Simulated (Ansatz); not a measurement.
## InPd under changes of volume

One of the cells (17.513 Å³/atom); the others are scaled copies at fixed shape and fractional positions:

```
In Pd
1.0
     3.27188    0.00000    0.00000
     0.00000    3.27188    0.00000
     0.00000    0.00000    3.27188
In Pd
1 1
Direct
  0.00000 0.00000 0.00000
  0.50000 0.50000 0.50000
```

The cell comes from a database or a generator and needn't be the stable form of this composition.

- Program: Ansatz 0.2.0
- Functional: PBEsol
- Potentials or basis: all-electron LAPW, scalar-relativistic
- Cutoff: 250 eV (chosen from the basis error)
- Basis error allowed: 0.001 eV/atom
- k mesh: 8 × 8 × 8
- Occupations: fermi-dirac, width 0.05 eV
- Spin: no spin polarisation

```tsv
volume (Å³/atom)	energy over the lowest point (meV/atom)	pressure (GPa)
16.462	11.57	6.0
16.813	2.31	2.6
17.163	0.00	-0.4
17.513	3.75	-3.0
17.863	?	?
18.214	26.54	-7.3
18.564	44.44	-9.0
```

Problem. What does the run at 17.863 Å³/atom give?

Solution. Energy over the lowest point 12.79 meV/atom; pressure -5.3 GPa.

Worked out: A Birch-Murnaghan fit of order 3 (a polynomial in V^(-2/3)) to the other rows has its minimum at 17.12 Å³/atom with B0 = V·E''(V) = 138 GPa and B' = 5.2. It gives 12.78 meV/atom at 17.863 Å³/atom, against the run's 12.79, and -dE/dV = -5.3 GPa, against -5.3.

Energies are extrapolated to zero smearing.

The runs don't all hold the same shells in valence.
